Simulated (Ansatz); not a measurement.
Runs of Ansatz 0.2.0 on Se. The structure is trigonal, space group P3_221 (No. 154). The conventional cell has a = 4.355 Å, b = 4.355 Å, c = 4.949 Å, α = 90.00°, β = 90.00°, γ = 120.00°. Se (site symmetry 2) has 2 Se at 2.32 Å as nearest neighbours. 

| level | gap on the mesh (eV) | pressure (GPa) | relaxed volume (Å³/atom) |
| --- | --- | --- | --- |
| PBE+D4 | 0.93 | 0.0 | 24.41 |
| PBE+D3(BJ) | 0.93 | 0.0 | 24.50 |
| PBE | 1.20 | 0.0 | (a) |
| PBE+D3(BJ)-ATM | 0.94 | 0.0 | (b) |

Alike in all rows: task relaxation of cell and atoms; potentials or basis Ansatz PAW; no spin polarisation; cell relaxed; k mesh 7 × 7 × 6; cutoff (eV) 420; smearing fermi-dirac 0.05 eV.

Fill in the values left out.

(a) 29.77; (b) 24.77.

Caveats: odd divisions of the mesh miss points on the zone boundary, where band edges often lie, so the gap on the mesh can be too wide; the plane-wave basis is chosen anew once the cell has moved, so the energies of steps on either side of that aren't comparable.

A k mesh can miss the band edges, and the runs leave out spin-orbit coupling on Se.
